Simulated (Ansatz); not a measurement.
# Si (P-1) in Ansatz: convergence with xc grid

Aim: find how far xc grid must go before the results for Si settle, at LDA. This setting moves, with any that are tied to it; all else stays.

Program: Ansatz 0.2.0. These are calculated values, not measurements. Logs are shortened: lines on timing, memory, paths and dates and some standing lists are left out, and cuts for length are marked.

### Step 1. The cell of the first run

The typed cell holds 2 atoms: a = 3.849 Å, b = 3.849 Å, c = 3.849 Å, α = 60.00°, β = 60.00°, γ = 60.00°.

The cell isn't the ideal one: atoms moved at random, drawn with an rms of 0.05 Å.

### Step 2. With xc grid 1

The input, input.yaml:

```yaml
crystal:
  lattice:
    - [0.0, 2.7218511865, 2.7218511865]
    - [2.7218511865, 0.0, 2.7218511865]
    - [2.7218511865, 2.7218511865, 0.0]
  atoms:
    - { symbol: Si, position: [0.509307, 0.489359, 0.503172] }
    - { symbol: Si, position: [0.743873, 0.75191, 0.743863] }
kpoints:
  mp_grid: { grid: [5, 5, 5] }
scf:
  occupations: { method: fermi_dirac, width: 0.05 }
hamiltonian:
  xc: lda
  pseudopotentials: { kind: all_electron, lapw: { basis_error: 0.001 } }
output:
  forces: true
  stress: true
  eigenvalues: true
basis:
  xc_grid: 1
```

Potentials or basis: all-electron LAPW, scalar-relativistic.

Run with:

```sh
ansatz run input.yaml --threads 1 --pin off --max-ram 3072MiB --backend cpu --events-out ev --progress --plain --runs-dir out
```

Output:

```text
Warning: RAYON_NUM_THREADS=1 ignored (pool sized by the plan → 1); use --threads N
LAPW: plane waves up to 7.771 Å⁻¹, error target 1.0e-3 eV per atom; small_component_spin mean_spin; Si in spheres of 1.159 Å, 12 of its electrons in bands, Dirac shells [] (how accurate: hamiltonian.pseudopotentials.lapw.basis_error, Limitations)
Engine: ansatz 0.2.0, x86_64-unknown-linux-gnu
Pseudopotentials: kind: all_electron
Pseudopotential: Si, LAPW, valence charge 12, lapw/all_electron/scalar/gaussian/Si, Koelling and Harmon's equation, gaussian nucleus
Functional definition: SPW92
  exchange = slater_x
  correlation = pw_c
Crystal: 2 atoms, lattice volume = 40.330 Å³
Basis set: ecut = 230.08110684361282 eV, 331 PW (Γ), exchange–correlation at level 1
Bands: 16, of which v1, the nominal top of the filled ones, is band 12 counted from 1 (11 counted from 0)
Symmetry: 2 space group operations
Space group: P-1 (ITA 2), of the structure as read, at distance tolerance 3.4e-5 Å
k-points: 63 of 125
Non-local potential: Si, projectors of the file, none
Initial density: superposition of atomic densities (chi_scale 0.1, normalization cell)
Initial wavefunctions: plane waves of lowest kinetic energy (no species holds an atomic orbital)
Functional: x = slater, c = lda
iter 1 solved again at ethr=3.33e-3 eV; its pass at ethr=1.00e-1 eV (dr2=8.00e-1 eV) is discarded
SCF iter   1: F=—  HF=-15730.508723 eV  |F-HF|=—  |Δ(HF+E_count)|=         —  Δρ=4.33e-2  dr2=8.03e-1  ethr=3.33e-3  ⟨swp⟩=2.1  Hψ=7152  notcnv=0
preconditioner: auto → none  [insulator: Δε(μ)=0.484 eV  Ē_g=9.550 eV  σ=0.050 eV  W_gap=0.98  n_scr=14 (ndim 8)  ℏωp=16.5 eV  f_vac=0.000  D(μ)=0.01/eV (n_scr^D=0)  ε∞_Penn≈4.0]
SCF iter   2: F=—  HF=-15730.294705 eV  |F-HF|=—  |Δ(HF+E_count)|=   2.14e-1  Δρ=1.76e-2  dr2=1.12e-1  ethr=3.33e-3  ⟨swp⟩=2.0  Hψ=2846  notcnv=0
iter 3 solved again at ethr=1.56e-6 eV; its pass at ethr=4.67e-4 eV (dr2=3.75e-4 eV) is discarded
SCF iter   3: F=—  HF=-15730.263151 eV  |F-HF|=—  |Δ(HF+E_count)|=   3.16e-2  Δρ=1.35e-3  dr2=3.75e-4  ethr=1.56e-6  ⟨swp⟩=3.0  Hψ=5123  notcnv=0
SCF iter   4: F=—  HF=-15730.263011 eV  |F-HF|=—  |Δ(HF+E_count)|=         —  Δρ=1.40e-4  dr2=6.33e-6  ethr=1.56e-6  ⟨swp⟩=2.0  Hψ=2601  notcnv=0
the basis was enlarged: its passes take 95.0 KiB over the memory plan, 1 of 1 planned eigensolver slots
SCF iter   5: F=—  HF=-15730.263008 eV  |F-HF|=—  |Δ(HF+E_count)|=   3.23e-6  Δρ=1.70e-5  dr2=1.39e-7  ethr=2.64e-8  ⟨swp⟩=2.3  Hψ=2618  notcnv=0
SCF iter   6: F=-15730.263008 eV  HF=-15730.263008 eV  |F-HF|=1.74e-9  |Δ(HF+E_count)|=   6.41e-9  Δρ=4.19e-6  dr2=5.53e-9  ethr=5.81e-10  ⟨swp⟩=3.0  Hψ=2733  notcnv=0
SCF 1 converged in 6 iterations: F = -15730.263008 eV  dr2 = 5.53e-9
SCF converged after 6 iterations
Free energy (F): -15730.263008 eV
Harris-Foulkes:  -15730.263008 eV  (|F-HF|=1.74e-9)
Internal energy: -15730.261181 eV  (E = F + TS)
E sigma→0 (E₀):  -15730.262095 eV
Entropy (-TS):   -0.001826 eV (-0.913 meV/atom)
Fermi energy:    7.558419 eV
--- Per-component energies (eV) ---
  E_band       = -1475.233802
  E_kinetic    = 15757.893290
  E_xc         = -1079.891510
  E_electrostatic = -30408.262961  (all electrons and nuclei)
  E_smearing   = -0.001826  (= −TS)
  E_closure    = 0.000000  (closes the sum)
  E_atoms      = -15718.460798  (free atoms, spherical and without spin; not in F)
  Σ components = -15730.263008   (vs F -15730.263008, Δ=0.00e0)
  Basis errors (estimates in eV, not in F): energy 4.5e-4 per atom: plane waves 4.2e-4 (2.5e-4 summed), levels above the bands 6.1e-51, relativity 2.7e-9, radial functions 3.5e-5, core shells 5.5e-13; eigenvalues (radial functions only) 6.2e-7; not estimated: angular momenta, meshes, grids; target (lapw.basis_error) 1.0e-3; muffin-tin radii Si 1.159 Å
--- Forces (eV/Å), atoms counted from 1 ---
  atom   1  Si     0.08995215    -0.84403967    -0.07483890
  atom   2  Si    -0.08995215     0.84403967     0.07483890
  max |Σ_I F_I| component: 0.00e0 eV/Å
--- Stress (GPa, compression-positive) ---
       -1.797731       0.230706       2.399183
        0.230706      -2.007216      -0.270819
        2.399183      -0.270819      -1.796983
  P = ⅓ Tr σ = -1.8673 GPa (-18.673 kbar)
--- Band table (eV; the first three rows and the last of 63) ---
  k-point 0: bands = ["-125.6611", "-125.6531", "-82.5062", "-82.5047", "-82.5043", "-82.4943", "-82.4879", "-82.4820", "-4.7055", "6.9006", "7.2205", "7.5482", "9.5401", "9.7243", "9.9239", "10.3116"]
  k-point 1: bands = ["-125.6607", "-125.6536", "-82.5062", "-82.5047", "-82.5046", "-82.4937", "-82.4884", "-82.4817", "-4.1961", "4.2756", "6.3912", "6.8067", "9.2502", "10.3406", "10.6889", "13.0841"]
  k-point 2: bands = ["-125.6597", "-125.6545", "-82.5066", "-82.5052", "-82.5045", "-82.4927", "-82.4894", "-82.4811", "-2.8706", "1.0455", "5.8758", "6.2687", "8.6492", "10.3176", "10.7608", "14.7754"]
  k-point 62: bands = ["-125.6591", "-125.6551", "-82.5076", "-82.5061", "-82.5017", "-82.4952", "-82.4872", "-82.4816", "-2.0770", "0.7041", "3.6694", "5.5222", "9.1539", "11.5981", "11.8680", "14.7123"]
```

Wall time 10 s (1 thread of Intel Xeon at 2.50GHz (Skylake/Cascade Lake), shared host); peak memory 0.28 GiB.

What came out:

* Free energy: -15730.2630 eV
* Pressure: -1.9 GPa
* Largest force: 0.852 eV/Å
* Band gap on the k mesh: 0.12 eV, indirect (least direct gap 1.99 eV)

### Step 3. With xc grid 2

input.yaml, as its differences from that of step 2:

```diff
@@ -20,2 +20,2 @@
 basis:
-  xc_grid: 1
+  xc_grid: 2
```

Potentials or basis: all-electron LAPW, scalar-relativistic.

Run with:

```sh
ansatz run input.yaml --threads 1 --pin off --max-ram 3072MiB --backend cpu --events-out ev --progress --plain --runs-dir out
```

It took 12 s on 1 thread of Intel Xeon at 2.50GHz (Skylake/Cascade Lake), shared host; peak memory 0.28 GiB.

Results:

| Item | Value |
| --- | --- |
| Free energy | -15730.2630 eV |
| Pressure | -1.9 GPa |
| Largest force | 0.852 eV/Å |
| Band gap on the k mesh | 0.12 eV, indirect (least direct gap 1.99 eV) |

### Step 4. With xc grid 3

input.yaml, as its differences from that of step 3:

```diff
@@ -20,2 +20,2 @@
 basis:
-  xc_grid: 2
+  xc_grid: 3
```

Run with:

```sh
ansatz run input.yaml --threads 1 --pin off --max-ram 3072MiB --backend cpu --events-out ev --progress --plain --runs-dir out
```

It took 12 s on 1 thread of Intel Xeon at 2.50GHz (Skylake/Cascade Lake), shared host; peak memory 0.28 GiB.

Results (log left out):

| Quantity | Value |
| --- | --- |
| Free energy | -15730.2630 eV |
| Pressure | -1.9 GPa |
| Largest force | 0.852 eV/Å |
| Band gap on the k mesh | 0.12 eV, indirect (least direct gap 1.99 eV) |

### Step 5. With xc grid 4

input.yaml, as its differences from that of step 4:

```diff
@@ -20,2 +20,2 @@
 basis:
-  xc_grid: 3
+  xc_grid: 4
```

Run with:

```sh
ansatz run input.yaml --threads 1 --pin off --max-ram 3072MiB --backend cpu --events-out ev --progress --plain --runs-dir out
```

It took 13 s on 1 thread of Intel Xeon at 2.50GHz (Skylake/Cascade Lake), shared host; peak memory 0.28 GiB.

It converged, with:

| Item | Value |
| --- | --- |
| Free energy | -15730.2630 eV |
| Pressure | -1.9 GPa |
| Largest force | 0.852 eV/Å |
| Band gap on the k mesh | 0.12 eV, indirect (least direct gap 1.99 eV) |

### Step 6. The series at a glance

| xc grid | energy less the tightest run, at zero smearing (meV/atom) | SCF cycles | CPU time (s) | peak memory (GiB) |
| --- | --- | --- | --- | --- |
| 1 | 0.00 | 6 | 10 | 0.28 |
| 2 | 0.00 | 6 | 12 | 0.28 |
| 3 | 0.00 | 6 | 12 | 0.28 |
| 4 | 0.00 | 6 | 12 | 0.28 |

Against the tightest run, the energy stays within 1 meV/atom from 1 on. The tightest run that finished is the yardstick and may itself not be fully converged.

Caveats: an odd mesh through Γ misses points on the zone boundary, where band edges often lie.
